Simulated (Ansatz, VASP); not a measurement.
# Si: VASP beside Ansatz

```
Si
1.0
     0.00000    2.73757    2.94425
     2.73757    0.00000    2.94425
     2.73757    2.73757    0.00000
Si
2
Cartesian
  2.7376 2.7376 2.9443
  4.1063 4.1063 4.4164
```

Alike in both runs: task single point; functional LDA; k mesh 12 × 12 × 12; occupations gaussian, width 0.05 eV; no spin polarisation.

|  | VASP | Ansatz |
| --- | --- | --- |
| version | VASP 6.6.1 | Ansatz 0.2.0 |
| potentials or method | VASP PAW LDA potentials, release 64 (Si) | scalar-relativistic, plane waves, PAW |
| plane-wave cutoff (eV) | 520 | 420 |
| valence electrons in the cell | 8 | 8 |

```csv
,VASP,Ansatz,Ansatz less VASP
gap on the k mesh at the Fermi level (eV),0.25,0.25,+0.002
least direct gap on the mesh (eV),1.71,1.71,-0.006
pressure (GPa),-8.6,-8.6,-0.03
largest component of the traceless stress (GPa),5.01,5.01,-0.003
```

Ansatz warned: «pseudo_functional_mismatch».
